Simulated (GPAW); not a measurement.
Wanted: an ASE script for a GPAW 26.7.0 run.

| Property | Result |
| --- | --- |
| Task | band structure |
| Functional | LDA |
| Potentials or basis | the program's PAW data sets (release 1.2.1) made for this functional |
| Cutoff | 600 eV |
| Basis | pw |
| k mesh | 11 × 11 × 11 |
| Occupations | fermi-dirac, width 0.05 eV |
| Spin | collinear spin, ferromagnetic start |
| Starting moments | [1.0] μB |
| Maxiter | 150 |
| Band path | GXWKGLUWLK,UX |
| Band points | 80 |

The structure of Ni lies in POSCAR:

```
Ni
1.0
    0.0000000000      1.7375729330      1.7375729330
    1.7375729330      0.0000000000      1.7375729330
    1.7375729330      1.7375729330      0.0000000000
Ni
1
Direct
    0.0000000000      0.0000000000      0.0000000000
```

The input as run:

run.py

```python
from ase.dft.bandgap import bandgap
from ase.io import read, write
from ase.units import GPa
from gpaw import GPAW, PW

atoms = read('POSCAR')
atoms.set_initial_magnetic_moments([1.0])

calc = GPAW(mode=PW(600),
            xc='LDA',
            kpts={'size': (11, 11, 11), 'gamma': True},
            occupations={'name': 'fermi-dirac', 'width': 0.05},
            nbands=17,
            convergence={'density': 1e-05, 'energy': 1e-05},
            maxiter=150,
            txt='gpaw.txt')
atoms.calc = calc
energy = atoms.get_potential_energy()
forces = atoms.get_forces()
stress = atoms.get_stress()
calc.write('gs.gpw')
write('result.traj', atoms)
print(f'Energy: {energy:.6f} eV')
print('Forces (eV/A):')
print(forces.round(4))
print('Stress (GPa):', (stress / GPa).round(3))
print('Moments:', calc.get_magnetic_moments().round(3))
print('Fermi level:', round(calc.get_fermi_level(), 4), 'eV')
print(f'Gap: {bandgap(calc)[0]:.4f} eV, direct: {bandgap(calc, direct=True)[0]:.4f} eV')

path = atoms.cell.bandpath('GXWKGLUWLK,UX', npoints=80, eps=1e-4)
bs_calc = calc.fixed_density(kpts=path, symmetry='off', nbands=25,
                             convergence={'bands': 'CBM+6.0', 'eigenstates': 1e-6}, txt='bands.txt')
bs = bs_calc.band_structure()
bs.write('bs.json')
print(f'Gap on the path: {bandgap(bs_calc)[0]:.4f} eV')
```

Potentials or basis: the program's PAW data sets (release 1.2.1) made for this functional, pw.

Run with:

```sh
$ OMP_NUM_THREADS=1 python run.py
```

It gave:

* Pressure: -8.5 GPa
* Band gap along the path: none (metal or under the smearing width)
* Net moment: 0.57 μB per cell
* Site moments: Ni +0.60 μB

Caveat: the stock nickel data set gives pressures a few GPa off other programs.

Run time: 25 s on 1 thread of Arm Neoverse V1, on a shared host, peak memory 0.18 GiB.
